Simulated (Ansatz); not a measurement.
# SiO2 (I-42d): the equilibrium volume, part 1 of 2

Aim: the volume at which the pressure of SiO2 (I-42d) vanishes.

Program: Ansatz 0.2.0. Level of theory: DFT PBE, scalar-relativistic, plane waves, PAW. These are calculated values, not measurements.

3 further runs of the same task are left out: 3 set aside as unsound or not needed.

### Step 1. Starting point

It takes space group I-42d (No. 122, tetragonal). The conventional cell has a = 4.955 Å, b = 4.955 Å, c = 7.311 Å, α = 90.00°, β = 90.00°, γ = 90.00°. Si (site symmetry -4) is surrounded by 4 O at 1.61 Å. O (site symmetry 2) is surrounded by 2 Si at 1.61 Å.

Coordinates:

```cif
data_structure
_symmetry_space_group_name_H-M 'P 1'
_symmetry_Int_Tables_number 1
_cell_length_a 5.0634
_cell_length_b 5.0634
_cell_length_c 5.0634
_cell_angle_alpha 121.417
_cell_angle_beta 121.417
_cell_angle_gamma 87.563
_cell_volume 89.74
loop_
_atom_site_label
_atom_site_type_symbol
_atom_site_fract_x
_atom_site_fract_y
_atom_site_fract_z
_atom_site_occupancy
Si1 Si 0.00000 0.00000 0.00000 1
Si2 Si 0.75000 0.25000 0.50000 1
O1 O 0.37500 0.22179 0.34679 1
O2 O 0.97179 0.62500 0.84679 1
O3 O 0.77821 0.12500 0.15321 1
O4 O 0.87500 0.02821 0.65321 1
```

### Step 2. At the starting volume (PBE, 6×6×6 mesh)

Contents of input.yaml:

```yaml
crystal:
  lattice:
    - [-2.4772904627, 2.4772904627, 3.6556712422]
    - [2.4772904627, -2.4772904627, 3.6556712422]
    - [2.4772904627, 2.4772904627, -3.6556712422]
  atoms:
    - { symbol: Si, position: [0.0, 0.0, 0.0] }
    - { symbol: Si, position: [0.75, 0.25, 0.5] }
    - { symbol: O, position: [0.375, 0.22178613, 0.34678613] }
    - { symbol: O, position: [0.97178613, 0.625, 0.84678613] }
    - { symbol: O, position: [0.77821387, 0.125, 0.15321387] }
    - { symbol: O, position: [0.875, 0.02821387, 0.65321387] }
basis:
  ecutwfc: 420
kpoints:
  mp_grid: { grid: [6, 6, 6] }
hamiltonian:
  xc: pbe
scf:
  occupations: { method: gaussian, width: 0.1 }
output:
  forces: true
  stress: true
  eigenvalues: true
```

Run with:

```console
ansatz run input.yaml --threads 8 --pin off --max-ram 16384MiB --backend cpu --events-out ev --progress --plain --runs-dir out
```

The program printed:

```text
Warning: RAYON_NUM_THREADS=8 ignored (pool sized by the plan → 8); use --threads N
Engine: ansatz 0.2.0, aarch64-unknown-linux-gnu
Pseudopotentials: kind: paw
Pseudopotential: Si, paw, valence charge 4, recommended cutoff 420 eV (normal), Si.paw.azcp
Pseudopotential: O, paw, valence charge 6, recommended cutoff 420 eV (normal), O.paw.azcp
Functional definition: PBE
  parameter kappa = 0.804
  parameter beta = 0.06672455060314922
  exchange = pbe_x(kappa = kappa, mu = beta*pi^2/3)
  correlation = pbe_c(beta = beta)
Crystal: 6 atoms, lattice volume = 89.739 Å³
Basis set: ecut = 420 eV, 1769 PW (Γ), exchange–correlation on 72×72×72 points (8 copies of the dense FFT grid, shifted against one another)
Bands: 22, of which v1, the nominal top of the filled ones, is band 16 counted from 1 (15 counted from 0)
Symmetry: 8 space group operations
Space group: I-42d (ITA 122), of the structure as read, at distance tolerance 4.5e-5 Å
k-points: 30 of 216 (time reversal used)
Non-local potential: Si, projectors of the file, l = 0: 2, l = 1: 2, l = 2: 2
Non-local potential: O, projectors of the file, l = 0: 2, l = 1: 2, l = 2: 1
PAW form: soft (Blöchl's): semilocal exchange-correlation on the pseudo side does not see the compensation charge
PAW one-centre angular grid: Si, 110 points (default); XC on 64 Gauss nodes
PAW one-centre angular grid: O, 110 points (default); XC on 64 Gauss nodes
Initial density: superposition of atomic densities (neutral atoms: chi_scale 0, normalization atom), corrected by the library's trained network
Initial wavefunctions: pseudopotential atomic-orbital guess
Functional: x = pbe(κ = 0.804, μ = 0.2195149727645171), c = pbe(β = 0.06672455060314922)
SCF iter   1: F=—  HF=-3548.172078 eV  |F-HF|=—  |Δ(HF+E_count)|=         —  Δρ=8.94e-4  dr2=1.65e-4  ethr=1.77e-3  ⟨swp⟩=6.4  Hψ=3925  notcnv=0
preconditioner: auto → none  [insulator: Δε(μ)=5.923 eV  Ē_g=16.695 eV  σ=0.100 eV  W_gap=1.00  n_scr=14 (ndim 8)  ℏωp=22.2 eV  f_vac=0.253  D(μ)=0.00/eV (n_scr^D=0)  ε∞_Penn≈2.8]
SCF iter   2: F=—  HF=-3548.174033 eV  |F-HF|=—  |Δ(HF+E_count)|=   1.95e-3  Δρ=4.81e-4  dr2=5.60e-5  ethr=5.17e-7  ⟨swp⟩=2.7  Hψ=1479  notcnv=0
SCF iter   3: F=—  HF=-3548.174557 eV  |F-HF|=—  |Δ(HF+E_count)|=   5.24e-4  Δρ=1.89e-4  dr2=2.09e-5  ethr=1.75e-7  ⟨swp⟩=2.0  Hψ=1090  notcnv=0
automatic band count: iteration 3 solves 21 bands in place of 22: the levels show a gap, and the empty bands left out lie too high to hold charge; the band table lists the bands solved (type scf.n_extra_bands for more)
SCF iter   4: F=—  HF=-3548.174556 eV  |F-HF|=—  |Δ(HF+E_count)|=   2.94e-7  Δρ=5.80e-5  dr2=1.33e-6  ethr=6.53e-8  ⟨swp⟩=2.0  Hψ=1005  notcnv=0
SCF iter   5: F=—  HF=-3548.174556 eV  |F-HF|=—  |Δ(HF+E_count)|=   4.40e-8  Δρ=2.78e-5  dr2=2.99e-7  ethr=4.16e-9  ⟨swp⟩=2.0  Hψ=982  notcnv=0
SCF iter   6: F=-3548.174556 eV  HF=-3548.174556 eV  |F-HF|=2.41e-9  |Δ(HF+E_count)|=   1.14e-8  Δρ=2.09e-6  dr2=1.15e-9  ethr=3.13e-10  ⟨swp⟩=8.2  Hψ=3021  notcnv=0
SCF 1 converged in 6 iterations: F = -3548.174556 eV  dr2 = 1.15e-9
SCF converged after 6 iterations
Free energy (F): -3548.174556 eV
Harris-Foulkes:  -3548.174556 eV  (|F-HF|=2.41e-9)
Internal energy: -3548.174556 eV  (E = F + TS)
E sigma→0 (E₀):  -3548.174556 eV
Fermi energy:    3.750704 eV
--- Per-component energies (eV) ---
  E_band       = -188.698937
  E_kinetic    = 806.093518
  E_local      = -2347.399530  (includes V_loc(G=0)·N_el)
  E_nonlocal   = 240.760079
  E_hartree    = 869.871108
  E_xc         = -408.731342
  E_vxc        = -474.414236  (∫ρ·V_xc dr)
  E_paw        = -1662.771789  (= ΣΔE_a)
  E_vpaw       = -153.491119  (= ΣTr[D̂ρ^β])
  E_aug_tail   = 0.010485  (compensation charges beyond the density's cutoff)
  E_ewald      = -1046.007085
  E_smearing   = -0.000000  (= −TS)
  E_closure    = 0.000000  (closes the sum)
  Σ components = -3548.174556   (vs F -3548.174556, Δ=0.00e0)
--- Forces (eV/Å), atoms counted from 1 ---
  atom   1  Si     0.00000000    -0.00000000    -0.00000000
  atom   2  Si     0.00000000     0.00000000     0.00000000
  atom   3  O      0.27066640     0.00000000     0.00000000
  atom   4  O     -0.00000000     0.27066640     0.00000000
  atom   5  O     -0.00000000    -0.27066640    -0.00000000
  atom   6  O     -0.27066640     0.00000000     0.00000000
  max |Σ_I F_I| component: 5.55e-17 eV/Å
--- Stress (GPa, compression-positive) ---
        4.485179      -0.000000       0.000000
       -0.000000       4.485179       0.000000
        0.000000       0.000000       4.350595
  P = ⅓ Tr σ = 4.4403 GPa (44.403 kbar)
--- Band table (eV; the first three rows and the last of 30) ---
  k-point 0: bands = ["-18.4141", "-16.3331", "-16.3331", "-16.2736", "-8.4161", "-4.7146", "-4.7146", "-4.4476", "-1.7436", "-1.3125", "-0.8053", "-0.8053", "-0.7512", "0.0910", "0.7878", "0.7878", "6.7124", "9.6552", "11.4610", "11.4610", "11.5252"]
  k-point 1: bands = ["-18.3015", "-16.5149", "-16.3396", "-16.2875", "-8.1328", "-4.9502", "-4.5785", "-4.3128", "-1.8173", "-1.2211", "-1.1137", "-0.8553", "-0.8175", "0.1337", "0.7057", "0.7100", "7.2873", "9.9940", "10.7681", "11.2446", "12.2649"]
  k-point 2: bands = ["-17.9806", "-16.9653", "-16.3495", "-16.3191", "-7.3941", "-5.5538", "-4.2617", "-4.0991", "-1.9604", "-1.5894", "-1.1666", "-1.1464", "-0.6395", "0.1134", "0.5199", "0.5531", "8.6335", "10.4642", "10.5827", "11.1194", "12.2674"]
  k-point 29: bands = ["-17.4936", "-17.4936", "-16.3666", "-16.3666", "-6.2639", "-6.2639", "-4.1328", "-4.1328", "-1.6989", "-1.6989", "-1.2958", "-1.2958", "-0.6842", "-0.6842", "0.4703", "0.4703", "9.7200", "9.7200", "11.0865", "11.0865", "12.5098"]
```

Wall time 0.9 s (8 threads of Arm Neoverse V1, shared host); peak memory 0.39 GiB.

In short: volume 14.956 Å³/atom, pressure 4.44 GPa, gap on the mesh 5.92 eV.

(Continued in part 2 of 2.)
